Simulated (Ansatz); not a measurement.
# HgSe under changes of volume

One of the cells (28.067 Å³/atom); the others are scaled copies at fixed shape and fractional positions:

```
CELL_PARAMETERS angstrom
0.00000 3.03900 3.03900
3.03900 0.00000 3.03900
3.03900 3.03900 0.00000
ATOMIC_POSITIONS crystal
Hg 0.00000 0.00000 0.00000
Se 0.75000 0.75000 0.75000
```

| Quantity | Value |
| --- | --- |
| Program | Ansatz 0.2.0 |
| Functional | BLYP |
| Dispersion | D4 |
| Potentials or basis | all-electron LAPW, non-relativistic |
| Cutoff | 278 eV (chosen from the basis error) |
| Basis error allowed | 0.001 eV/atom |
| k mesh | 8 × 8 × 8 |
| Occupations | fermi-dirac, width 0.05 eV |
| Spin | no spin polarisation |

| volume (Å³/atom) | energy over the lowest point (meV/atom) | pressure (GPa) | gap on the mesh (eV) |
| --- | --- | --- | --- |
| 26.383 | ? | ? | ? |
| 26.944 | 163.27 | 13.8 | 0.99 |
| 27.505 | 118.43 | 11.8 | 0.97 |
| 28.067 | 80.31 | 10.0 | 0.94 |
| 28.628 | 48.25 | 8.3 | 0.91 |
| 29.189 | 21.65 | 6.9 | 0.89 |
| 29.751 | 0.00 | 5.5 | 0.86 |

Q: What does the run at 26.383 Å³/atom give?

A: Energy over the lowest point 215.52 meV/atom; pressure 16.1 GPa; gap on the mesh 1.02 eV.

Worked out: A Birch-Murnaghan fit of order 3 (a polynomial in V^(-2/3)) to the other rows has no minimum within the range. It gives 215.51 meV/atom at 26.383 Å³/atom, against the run's 215.52, and -dE/dV = 16.1 GPa, against 16.1. A straight line through the other rows of the gap, of slope -1.33 eV per unit of ln V (its deformation potential), extrapolates to 1.02 eV, against the run's 1.02.

Energies are extrapolated to zero smearing.

Caveats: relativity is left out, which matters for the heavier elements; spin-orbit coupling is left out, which moves the levels of the heavy elements.
